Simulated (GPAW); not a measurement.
Hf:

```
Hf
1.0
     3.19670    0.00000    0.00000
    -1.59835    2.76842    0.00000
     0.00000    0.00000    5.05780
Hf
2
Direct
  0.66667 0.33333 0.75000
  0.33333 0.66667 0.25000
```

Base run:

```yaml
Program: GPAW 26.7.0
Functional: PBE
Potentials_or_basis: GPAW PAW data sets (gpaw-data 1.2.1)
Cutoff: 600 eV
Basis: pw
k_mesh: 10 × 10 × 5
Occupations: fermi-dirac, width 0.05 eV
Spin: no spin polarisation
```

Its results: pressure 0.9 GPa.

**Question.** The run is repeated on the same cell with these changes: functional from PBE to revPBE; potentials or basis from GPAW PAW data sets (gpaw-data 1.2.1) to the program's PAW data sets (release 1.2.1) made for this functional. What comes out?

**Answer.** Pressure 3.0 GPa.
